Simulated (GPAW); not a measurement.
**Ga in GPAW: convergence with plane-wave cutoff (eV)**

The system is Ga.

```
CELL_PARAMETERS angstrom
2.77842 0.00000 0.00000
0.00000 3.28161 0.00000
-1.34343 0.00000 3.99027
ATOMIC_POSITIONS crystal
Ga 0.13886 0.74386 0.77078
Ga 0.86420 0.24989 0.22967
```

This isn't the form of Ga at room conditions, which is orthorhombic.

The cell isn't the ideal one: atoms moved at random, drawn with an rms of 0.02 Å.

```yaml
Program: GPAW 26.7.0
Task: convergence study
Functional: PBE
Potentials_or_basis: GPAW PAW data sets (gpaw-data 1.2.1)
Cutoff: 200 eV
Basis: pw
k_mesh: 6 × 5 × 4
Occupations: fermi-dirac, width 0.05 eV
Spin: no spin polarisation
```

These are the settings of the first run; the series varies plane-wave cutoff (eV), with any setting tied to it.

Hardware: 1 thread of Intel(R) Xeon(R) 6975P-C (Granite Rapids), on a shared host.

Q: The values tried are 200, 250, 300, 350, 400, 500, 600, 800, 1000, loosest first. From which on does the energy stay within 1 meV/atom of the tightest run that finished?

A: From 350 on.

| plane-wave cutoff (eV) | energy less the tightest run, at zero smearing (meV/atom) | pressure (GPa) | SCF cycles | CPU time (s) | peak memory (GiB) |
| --- | --- | --- | --- | --- | --- |
| 200 | 2.63 | 3.11 | 9 | 2.8 | 0.12 |
| 250 | 1.69 | 3.18 | 9 | 3 | 0.12 |
| 300 | 1.46 | 3.13 | 9 | 3.6 | 0.13 |
| 350 | 0.90 | 3.13 | 9 | 3.8 | 0.13 |
| 400 | 0.65 | 3.14 | 9 | 4 | 0.14 |
| 500 | 0.50 | 3.14 | 9 | 5.5 | 0.14 |
| 600 | 0.39 | 3.13 | 9 | 5.8 | 0.15 |
| 800 | 0.08 | 3.13 | 9 | 8.5 | 0.17 |
| 1000 | 0.00 | 3.14 | 9 | 11 | 0.19 |

Against the tightest run, the pressure stays within 0.1 GPa from 200 on. The tightest run that finished is the yardstick and may itself not be fully converged.

Caveat, for the tightest run too: the k mesh is coarse (spacing up to 0.40 Å⁻¹), so the values aren't converged.
